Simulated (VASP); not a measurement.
# Si2Ni (Fm-3m) in VASP: settings compared, part 2 of 2

VASP 6.6.1. Earlier steps stand in the parts before.

## 3. Core levels, RPBE+U, collinear spin, random start

The input, INCAR:

```
SYSTEM = Si2Ni
PREC = Accurate
ENCUT = 520
EDIFF = 1E-6
ISMEAR = 0
SIGMA = 0.05
LREAL = .False.
LASPH = .True.
NELM = 100
ALGO = Fast
ISIF = 2
LWAVE = .False.
LCHARG = .False.
ISPIN = 2
MAGMOM = 0.24 1.02 1.11 -0.81 0 0 0 0 0 0 0 0
LORBIT = 11
NUPDOWN = 4
LMAXMIX = 4
LDAU = .True.
LDAUTYPE = 2
LDAUL = 2 -1
LDAUU = 3.5 0
LDAUJ = 1 0
LDAUPRINT = 1
GGA = RP
ICORELEVEL = 1
```

Changes to Si2Ni.cif since step 2:

```diff
@@ -1,5 +1,5 @@
 data_Si2Ni
-_cell_length_a 5.82343697
-_cell_length_b 5.82343697
-_cell_length_c 5.82343697
+_cell_length_a 5.40600000
+_cell_length_b 5.40600000
+_cell_length_c 5.40600000
 _cell_angle_alpha 90.00000000
```

The input, KPOINTS:

```
Automatic mesh
0
Gamma
  5 5 5
  0 0 0
```

The input, POSCAR:

```
Ni Si
 1.0000000000000000
     5.4059999999999997    0.0000000000000000    0.0000000000000000
     0.0000000000000000    5.4059999999999997    0.0000000000000000
     0.0000000000000000    0.0000000000000000    5.4059999999999997
 Ni  Si 
   4   8
Cartesian
  0.0000000000000000  0.0000000000000000  0.0000000000000000
  0.0000000000000000  2.7029999999999998  2.7029999999999998
  2.7029999999999998  0.0000000000000000  2.7029999999999998
  2.7029999999999998  2.7029999999999998  0.0000000000000000
  1.3514999999999999  1.3514999999999999  4.0545000000000000
  4.0545000000000000  4.0545000000000000  1.3514999999999999
  4.0545000000000000  1.3514999999999999  4.0545000000000000
  1.3514999999999999  4.0545000000000000  1.3514999999999999
  4.0545000000000000  4.0545000000000000  4.0545000000000000
  1.3514999999999999  1.3514999999999999  1.3514999999999999
  1.3514999999999999  4.0545000000000000  4.0545000000000000
  4.0545000000000000  1.3514999999999999  1.3514999999999999
```

Potentials or basis: VASP PAW PBE potentials, release 64 (Ni, Si).

On the command line:

```sh
ase convert -i cif -o vasp Si2Ni.cif POSCAR
cat potpaw_PBE.64/Ni/POTCAR potpaw_PBE.64/Si/POTCAR > POTCAR
mpirun -np 1 vasp_std > vasp.out
```

OUTCAR:

```text
SYSTEM = Si2Ni
   PREC = Accurate
   ENCUT = 520
   EDIFF = 1E-6
   ISMEAR = 0
   LREAL = .False.
   LASPH = .True.
   NELM = 100
   ISIF = 2
   ISPIN = 2
   LORBIT = 11
   NUPDOWN = 4
   GGA = RP

 ion  position               nearest neighbor table
   1  0.000  0.000  0.000-   5 2.34   6 2.34   7 2.34   8 2.34   9 2.34  10 2.34  11 2.34  12 2.34

   2  0.000  0.500  0.500-   5 2.34   6 2.34   7 2.34   8 2.34   9 2.34  10 2.34  11 2.34  12 2.34

   3  0.500  0.000  0.500-   5 2.34   6 2.34   7 2.34   8 2.34   9 2.34  10 2.34  11 2.34  12 2.34
[... 5 lines left out ...]
   6  0.750  0.750  0.250-   1 2.34   2 2.34   3 2.34   4 2.34   8 2.70   9 2.70  12 2.70   9 2.70
                            12 2.70   8 2.70
   7  0.750  0.250  0.750-   1 2.34   2 2.34   3 2.34   4 2.34   5 2.70   9 2.70  12 2.70  12 2.70
                             9 2.70   5 2.70
   8  0.250  0.750  0.250-   1 2.34   2 2.34   3 2.34   4 2.34   6 2.70  10 2.70  11 2.70  11 2.70
                            10 2.70   6 2.70
   9  0.750  0.750  0.750-   1 2.34   2 2.34   3 2.34   4 2.34   6 2.70   7 2.70  11 2.70   6 2.70
                             7 2.70  11 2.70
  10  0.250  0.250  0.250-   1 2.34   2 2.34   3 2.34   4 2.34   5 2.70   8 2.70  12 2.70   5 2.70
                             8 2.70  12 2.70
  11  0.250  0.750  0.750-   1 2.34   2 2.34   3 2.34   4 2.34   5 2.70   8 2.70   9 2.70   8 2.70
                             5 2.70   9 2.70
  12  0.750  0.250  0.250-   1 2.34   2 2.34   3 2.34   4 2.34   6 2.70   7 2.70  10 2.70   7 2.70
                             6 2.70  10 2.70

  LATTYP: Found a simple cubic cell.
 ALAT       =     5.4060000000

  Lattice vectors:

 A1 = (   5.4060000000,   0.0000000000,   0.0000000000)
 A2 = (   0.0000000000,   5.4060000000,   0.0000000000)
 A3 = (   0.0000000000,   0.0000000000,   5.4060000000)
[... 1798 lines left out ...]
     44      13.0310      0.00000

 [... further k-points ...]

------------------------ aborting loop because EDIFF is reached ----------------------------------------

  FORCE on cell =-STRESS in cart. coord.  units (eV):
  Direction    XX          YY          ZZ          XY          YZ          ZX
  --------------------------------------------------------------------------------------
  -------------------------------------------------------------------------------------
  Total        7.0054909      7.0054949      7.0056124      0.0000000      0.0000000      0.0000000
  in kB       71.0429569     71.0429979     71.0441892      0.0000000      0.0000000      0.0000000
  external PRESSURE =      71.0433813 kB  Pullay stress =       0.0000000 kB

 VOLUME and BASIS-vectors are now :
 -----------------------------------------------------------------------------
  energy-cutoff  :      520.00
  volume of cell :      157.99
      direct lattice vectors                 reciprocal lattice vectors
     5.406000000  0.000000000  0.000000000     0.184979652  0.000000000  0.000000000
     0.000000000  5.406000000  0.000000000     0.000000000  0.184979652  0.000000000
     0.000000000  0.000000000  5.406000000     0.000000000  0.000000000  0.184979652

 POSITION                                       TOTAL-FORCE (eV/Angst)
 -----------------------------------------------------------------------------------
      0.00000      0.00000      0.00000         0.000000      0.000000      0.000000
      0.00000      2.70300      2.70300         0.000000      0.000000      0.000000
      2.70300      0.00000      2.70300         0.000000      0.000000      0.000000
      2.70300      2.70300      0.00000         0.000000      0.000000      0.000000
      1.35150      1.35150      4.05450         0.000046      0.000006      0.000097
      4.05450      4.05450      1.35150        -0.000046     -0.000006     -0.000097
      4.05450      1.35150      4.05450        -0.000046      0.000006      0.000097
      1.35150      4.05450      1.35150         0.000046     -0.000006     -0.000097
      4.05450      4.05450      4.05450        -0.000046     -0.000006      0.000097
      1.35150      1.35150      1.35150         0.000046      0.000006     -0.000097
      1.35150      4.05450      4.05450         0.000046     -0.000006      0.000097
      4.05450      1.35150      1.35150        -0.000046      0.000006     -0.000097
 -----------------------------------------------------------------------------------
    total drift:                               -0.000000     -0.000000     -0.000000

  FREE ENERGIE OF THE ION-ELECTRON SYSTEM (eV)
  ---------------------------------------------------
  free  energy   TOTEN  =       -56.5822229952 eV

  energy  without entropy=      -56.5664953980  energy(sigma->0) =      -56.57435920

 total charge

# of ion       s       p       d       tot
------------------------------------------
    1        0.549   0.746   8.581   9.875
    2        0.549   0.746   8.581   9.875
    3        0.549   0.746   8.581   9.875
    4        0.549   0.746   8.581   9.875
    5        0.757   0.834   0.000   1.592
    6        0.757   0.834   0.000   1.592
    7        0.757   0.834   0.000   1.592
    8        0.757   0.834   0.000   1.592
    9        0.757   0.834   0.000   1.592
   10        0.757   0.834   0.000   1.592
   11        0.757   0.834   0.000   1.592
   12        0.757   0.834   0.000   1.592
--------------------------------------------------
tot          8.252   9.659  34.323  52.234

 magnetization (x)

# of ion       s       p       d       tot
------------------------------------------
    1        0.003   0.061   0.397   0.461
    2        0.003   0.061   0.397   0.461
    3        0.003   0.061   0.397   0.461
    4        0.003   0.061   0.397   0.461
    5        0.062   0.066   0.000   0.128
    6        0.062   0.066   0.000   0.128
    7        0.062   0.066   0.000   0.128
    8        0.062   0.066   0.000   0.128
    9        0.062   0.066   0.000   0.128
   10        0.062   0.066   0.000   0.128
   11        0.062   0.066   0.000   0.128
   12        0.062   0.066   0.000   0.128
--------------------------------------------------
tot          0.506   0.770   1.587   2.864
```

Run time: 3.8 min. Hardware: 1 thread of Intel Xeon 6975P-C (Granite Rapids), shared host; peak memory 0.45 GiB.

Results:

```yaml
Free_energy: -56.5822 eV
Pressure: 7.1 GPa
Net_moment: 4.00 μB per cell
Site_moments: Ni +0.46; Si +0.13 μB
Valence_electrons_inside_the_program's_atomic_spheres: Ni 9.88; Si 1.59
```

Eigenvalues of the final occupation matrices:
| site | spin | trace | eigenvalues |
| --- | --- | --- | --- |
| site 1 d | 1 | 4.51 | 0.90 0.90 0.90 0.91 0.91 |
| site 1 d | 2 | 4.11 | 0.79 0.79 0.79 0.87 0.87 |
| site 2 d | 1 | 4.51 | 0.90 0.90 0.90 0.91 0.91 |
| site 2 d | 2 | 4.11 | 0.79 0.79 0.79 0.87 0.87 |
| site 3 d | 1 | 4.51 | 0.90 0.90 0.90 0.91 0.91 |
| site 3 d | 2 | 4.11 | 0.79 0.79 0.79 0.87 0.87 |
| site 4 d | 1 | 4.51 | 0.90 0.90 0.90 0.91 0.91 |
| site 4 d | 2 | 4.11 | 0.79 0.79 0.79 0.87 0.87 |

Caveat: the moment is held away from its start; the PAW data sets were made with another functional, which shifts forces and pressure a little; the total moment is fixed, so each spin has its own Fermi level; the U is typed as a test and isn't derived for this compound. The state reached can hang on the start; a lower one may exist.

## 4. Equation of state, LDA, collinear spin, ferromagnetic start, 12.24 Å³/atom (a relaxed cell with its volume scaled by 0.96)

The input, INCAR:

```
PREC     = Accurate       # precision mode
ENCUT    = 520            # plane-wave cutoff, eV
EDIFF    = 1E-7           # SCF threshold, eV
ISMEAR   = -1             # smearing method
SIGMA    = 0.05           # smearing width, eV
LREAL    = F              # projectors in reciprocal space
LASPH    = T              # aspherical terms in the spheres
NELM     = 150            # most SCF steps
ALGO     = Fast           # electronic algorithm
ISIF     = 2              # what is computed and relaxed
LWAVE    = F              # write WAVECAR
LCHARG   = F              # write CHGCAR
ISPIN    = 2              # spin polarisation
MAGMOM   = 1 0 0          # initial moments
LORBIT   = 11             # projections on sites
LMAXMIX  = 4              # l up to which the mixer works
```

The input, KPOINTS:

```
Automatic mesh
0
Gamma
  8 8 8
```

The input, POSCAR:

```
Si2Ni                                   
1.0
    0.0000000000      2.6381647137      2.6381647137
    2.6381647137      0.0000000000      2.6381647137
    2.6381647137      2.6381647137     -0.0000000000
  Ni              Si            
     1     2
Direct
     0.0000000000000000    0.0000000000000000    0.0000000000000000
     0.7500000000000000    0.7500000000000000    0.7500000000000000
     0.2500000000000000    0.2500000000000000    0.2500000000000000
```

Potentials or basis: VASP PAW LDA potentials, release 64 (Ni, Si).

On the command line:

```sh
cat potpaw_LDA.64/Ni/POTCAR potpaw_LDA.64/Si/POTCAR > POTCAR
mpirun -np 1 vasp_std > vasp.out
```

Run time: 25 s. Hardware: 1 thread of Intel Xeon Platinum 8488C (Sapphire Rapids), shared host; peak memory 0.15 GiB.

The run converged. Its results:

```
Free energy                                           : -19.8666 eV
Pressure                                              : 7.2 GPa
Band gap on the k mesh                                : none (metal or under the smearing width)
Net moment                                            : 0.00 μB per cell
Valence electrons inside the program's atomic spheres : Ni 10.03; Si 1.64
```

## 5. Equation of state, LDA, collinear spin, ferromagnetic start, 12.50 Å³/atom (a relaxed cell with its volume scaled by 0.98)

INCAR is that of step 4.

KPOINTS is that of step 4.

The input, POSCAR:

```
Si2Ni                                   
1.0
    0.0000000000      2.6563595280      2.6563595280
    2.6563595280      0.0000000000      2.6563595280
    2.6563595280      2.6563595280     -0.0000000000
  Ni              Si            
     1     2
Direct
     0.0000000000000000    0.0000000000000000    0.0000000000000000
     0.7500000000000000    0.7500000000000000    0.7500000000000000
     0.2500000000000000    0.2500000000000000    0.2500000000000000
```

On the command line:

```sh
cat potpaw_LDA.64/Ni/POTCAR potpaw_LDA.64/Si/POTCAR > POTCAR
mpirun -np 1 vasp_std > vasp.out
```

Wall time 25 s (1 thread of Intel Xeon Platinum 8488C (Sapphire Rapids), shared host); peak memory 0.15 GiB.

The run converged. Its results:

- Free energy: -19.8919 eV
- Pressure: 3.3 GPa
- Band gap on the k mesh: none (metal or under the smearing width)
- Net moment: 0.00 μB per cell
- Valence electrons inside the program's atomic spheres: Ni 9.97; Si 1.63

## 6. Equation of state, LDA, collinear spin, ferromagnetic start, 12.75 Å³/atom

This run uses another cell than the first one: it holds 3 atoms, not 12.

INCAR is that of step 5.

KPOINTS is that of step 5.

The input, POSCAR:

```
Si2Ni                                   
1.0
    0.0000000000      2.6743084477      2.6743084477
    2.6743084477      0.0000000000      2.6743084477
    2.6743084477      2.6743084477     -0.0000000000
  Ni              Si            
     1     2
Direct
     0.0000000000000000    0.0000000000000000    0.0000000000000000
     0.7500000000000000    0.7500000000000000    0.7500000000000000
     0.2500000000000000    0.2500000000000000    0.2500000000000000
```

Potentials or basis: VASP PAW LDA potentials, release 64 (Ni, Si).

On the command line:

```sh
cat potpaw_LDA.64/Ni/POTCAR potpaw_LDA.64/Si/POTCAR > POTCAR
mpirun -np 1 vasp_std > vasp.out
```

Run time: 26 s. Hardware: 1 thread of Intel Xeon Platinum 8488C (Sapphire Rapids), shared host; peak memory 0.16 GiB.

The run converged. Its results:

| Property | Result |
| --- | --- |
| Free energy | -19.8999 eV |
| Pressure | 0.0 GPa |
| Band gap on the k mesh | none (metal or under the smearing width) |
| Net moment | 0.00 μB per cell |
| Valence electrons inside the program's atomic spheres | Ni 9.92; Si 1.61 |

## 7. Equation of state, LDA, collinear spin, ferromagnetic start, 13.01 Å³/atom (a relaxed cell with its volume scaled by 1.02)

INCAR is that of step 6.

KPOINTS is that of step 6.

The input, POSCAR:

```
Si2Ni                                   
1.0
    0.0000000000      2.6920196158      2.6920196158
    2.6920196158      0.0000000000      2.6920196158
    2.6920196158      2.6920196158     -0.0000000000
  Ni              Si            
     1     2
Direct
     0.0000000000000000    0.0000000000000000    0.0000000000000000
     0.7500000000000000    0.7500000000000000    0.7500000000000000
     0.2500000000000000    0.2500000000000000    0.2500000000000000
```

On the command line:

```sh
cat potpaw_LDA.64/Ni/POTCAR potpaw_LDA.64/Si/POTCAR > POTCAR
mpirun -np 1 vasp_std > vasp.out
```

Run time: 26 s. Hardware: 1 thread of Intel Xeon Platinum 8488C (Sapphire Rapids), shared host; peak memory 0.16 GiB.

The run converged. Its results:

```
Free energy                                           : -19.8928 eV
Pressure                                              : -3.0 GPa
Band gap on the k mesh                                : none (metal or under the smearing width)
Net moment                                            : 0.00 μB per cell
Valence electrons inside the program's atomic spheres : Ni 9.87; Si 1.60
```

## 8. Equation of state, LDA, collinear spin, ferromagnetic start, 13.26 Å³/atom (a relaxed cell with its volume scaled by 1.04)

INCAR is that of step 7.

KPOINTS is that of step 7.

The input, POSCAR:

```
Si2Ni                                   
1.0
    0.0000000000      2.7095007525      2.7095007525
    2.7095007525      0.0000000000      2.7095007525
    2.7095007525      2.7095007525     -0.0000000000
  Ni              Si            
     1     2
Direct
     0.0000000000000000    0.0000000000000000    0.0000000000000000
     0.7500000000000000    0.7500000000000000    0.7500000000000000
     0.2500000000000000    0.2500000000000000    0.2500000000000000
```

On the command line:

```sh
cat potpaw_LDA.64/Ni/POTCAR potpaw_LDA.64/Si/POTCAR > POTCAR
mpirun -np 1 vasp_std > vasp.out
```

It took 29 s on 1 thread of Intel Xeon Platinum 8488C (Sapphire Rapids), shared host; peak memory 0.16 GiB.

Results (log left out):

* Free energy: -19.8722 eV
* Pressure: -5.7 GPa
* Band gap on the k mesh: none (metal or under the smearing width)
* Net moment: 0.00 μB per cell
* Valence electrons inside the program's atomic spheres: Ni 9.82; Si 1.59

## 9. Equation of state, LDA, collinear spin, ferromagnetic start

Potentials or basis: VASP PAW LDA potentials, release 64 (Ni, Si).

No new run: the results of the series are fitted here.

What came out:

```yaml
Equilibrium_volume: 12.75 Å³/atom
Bulk_modulus: 159 GPa
Pressure_derivative_of_the_bulk_modulus: "5.2 (rough: it moves with the points fitted)"
```

Energy against volume, from the lowest point:
```
volume (Å³/atom)  energy (meV/atom)
          12.241              11.08
          12.496               2.66
          12.751               0.00
          13.006               2.36
          13.261               9.23
```

## 10. The reference run

An earlier run on the cell as given: functional PBE; potentials or basis VASP PAW PBE potentials, release 64 (Ni, Si); cutoff 520 eV; k mesh 9 × 9 × 9; occupations fermi-dirac, width 0.05 eV; collinear spin, ferromagnetic start; starting moments [1.0, 0.0, 0.0] μB.

* Pressure: 3.8 GPa
* Band gap on the k mesh: none (metal or under the smearing width)
* Net moment: 0.00 μB per cell
* Valence electrons inside the program's atomic spheres: Ni 9.81; Si 1.59

## 11. Summary

| task | level | potentials or basis | spin | U | fixed moment (μB) | cell | k mesh | smearing | LDAUTYPE | hund's J | ladder | pressure (GPa) | moment (μB) |
| --- | --- | --- | --- | --- | --- | --- | --- | --- | --- | --- | --- | --- | --- |
| core levels | RPBE+U | VASP PAW PBE potentials, release 64 (Ni, Si) | collinear, random start | Ni d U = 3.5 eV, J = 1.0 eV | 4 | Fm-3m, 13.17 Å³/atom | 5 × 5 × 5 | gaussian 0.05 eV | 2 | 1 | - | 7.1 | 4.00 |
| equation of state | LDA | VASP PAW LDA potentials, release 64 (Ni, Si) | collinear, ferromagnetic start | - | - | Fm-3m, 12.75 Å³/atom | 8 × 8 × 8 | fermi-dirac 0.05 eV | - | - | gaps | - | - |
| single point | PBE | VASP PAW PBE potentials, release 64 (Ni, Si) | collinear, ferromagnetic start | - | - | Fm-3m, 13.17 Å³/atom | 9 × 9 × 9 | fermi-dirac 0.05 eV | - | - | - | 3.8 | 0.00 |

Alike in all rows: cutoff (eV) 520.

Caveats: the moment is held away from its start (some runs); the PAW data sets were made with another functional, which shifts forces and pressure a little (some runs); the total moment is fixed, so each spin has its own Fermi level (some runs); the U is typed as a test and isn't derived for this compound (some runs).

Absolute energies hang on the potentials; compare differences alone.
